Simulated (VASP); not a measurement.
Crystal: MnO.

```
CELL_PARAMETERS angstrom
2.97129 -1.71698 0.00000
2.97129 1.71698 0.00000
-1.98463 0.00000 2.81031
ATOMIC_POSITIONS crystal
Mn 0.50020 0.50020 0.50067
O 0.74980 0.74980 0.24934
```

The cell comes from a database or a generator and needn't be the stable form of this composition.

Base run:

```yaml
Program: VASP 6.6.1
Functional: PW91
Potentials_or_basis: VASP PAW PBE potentials, release 64 (Mn_pv, O)
Cutoff: 520 eV
k_mesh: 7 × 7 × 7
Occupations: fermi-dirac, width 0.05 eV
Spin: collinear spin, ferromagnetic start
Starting_moments: "[4.0, 0.0] μB"
```

Its results: pressure -3.9 GPa; net moment 4.99 μB per cell; site moments Mn +4.42; O +0.19 μB.

Q: After a change of settings the same cell gave: pressure -6.7 GPa; net moment 5.00 μB per cell; site moments Mn +4.51; O +0.16 μB. Which change was it?
A. functional from PW91 to r2SCAN
B. functional from PW91 to BLYP
C. functional from PW91 to SCAN
D. functional from PW91 to TPSS

A: C.

Caveats: the PAW data sets were made with another functional, which shifts forces and pressure a little; a cell with one magnetic atom can't hold antiferromagnetic order, which such compounds often take.
